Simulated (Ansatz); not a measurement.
A relaxation computed with Ansatz, from input to last step.

```yaml
crystal:
  lattice:
    - [0.0, -3.3046225765, 3.3046225765]
    - [3.3046225765, -3.3046225765, 0.0]
    - [3.3046225765, 0.0, 3.3046225765]
  atoms:
    - { symbol: Ta, position: [0.0, 0.0, 0.0] }
    - { symbol: Ta, position: [0.25, 0.25, 0.25] }
    - { symbol: Ta, position: [0.5, 0.5, 0.5] }
    - { symbol: Ta, position: [0.75, 0.75, 0.75] }
basis:
  ecutwfc: 500
kpoints:
  mp_grid: { grid: [12, 12, 12] }
hamiltonian:
  xc: r2scan
scf:
  occupations: { method: gaussian, width: 0.1 }
output:
  forces: true
  stress: true
  eigenvalues: true
  write_density: true
  write_potential: true
  elf: true
  volumetric_format: npy
relax:
  adjacent_minimum: "off"
  f_tol: 0.015
  max_steps: 60
  cell: { stress_tol: 0.15 }
```

```bash
ansatz run input.yaml --threads 1 --pin off --max-ram 2560MiB --backend cpu --events-out ev --progress --plain --runs-dir out
```

Level of theory: DFT r2SCAN, scalar-relativistic, plane waves, PAW in Ansatz.

Of 4 frames 3 are shown, positions in Å and forces in eV/Å; the SCF threshold varies from step to step. Steps run on the plane waves of an earlier cell, with a Pulay correction in the pressure. The basis is chosen afresh for the last frame, the zero of the energies, and at times for earlier ones too; energy and pressure step there, also at an unchanged geometry. The mark taken_back stands on steps that the optimiser undid.

```xyz
4
Lattice="0.0000 -3.3046 3.3046 3.3046 -3.3046 0.0000 3.3046 0.0000 3.3046" Properties=species:S:1:pos:R:3:forces:R:3 pbc="T T T" step=1 free_energy_over_end_meV_per_atom=0.01 pressure_GPa=0.23
Ta    0.0000    0.0000    0.0000    0.0000    0.0000    0.0000
Ta    1.6523   -1.6523    1.6523    0.0000    0.0000    0.0000
Ta    3.3046   -3.3046    3.3046    0.0000    0.0000    0.0000
Ta    4.9569   -4.9569    4.9569    0.0000    0.0000    0.0000
4
Lattice="0.0000 -3.3105 3.3105 3.3105 -3.3105 0.0000 3.3105 0.0000 3.3105" Properties=species:S:1:pos:R:3:forces:R:3 pbc="T T T" step=2 free_energy_over_end_meV_per_atom=0.24 pressure_GPa=-0.85 taken_back
Ta    0.0000    0.0000    0.0000    0.0000    0.0000    0.0000
Ta    1.6552   -1.6552    1.6552    0.0000    0.0000    0.0000
Ta    3.3105   -3.3105    3.3105    0.0000    0.0000    0.0000
Ta    4.9657   -4.9657    4.9657    0.0000    0.0000    0.0000
4
Lattice="0.0000 -3.3059 3.3059 3.3059 -3.3059 0.0000 3.3059 0.0000 3.3059" Properties=species:S:1:pos:R:3:forces:R:3 pbc="T T T" step=4 free_energy_over_end_meV_per_atom=0.00 pressure_GPa=0.00
Ta    0.0000    0.0000    0.0000    0.0000    0.0000    0.0000
Ta    1.6529   -1.6529    1.6529    0.0000    0.0000    0.0000
Ta    3.3059   -3.3059    3.3059    0.0000    0.0000    0.0000
Ta    4.9588   -4.9588    4.9588    0.0000    0.0000    0.0000
```

The run took 100 s on 1 thread of Intel(R) Xeon(R) Platinum 8259CL CPU @ 2.50GHz (Skylake/Cascade Lake) (shared host), peak memory 0.72 GiB.

Spin–orbit coupling is left out, which can shift energies with elements as heavy as these.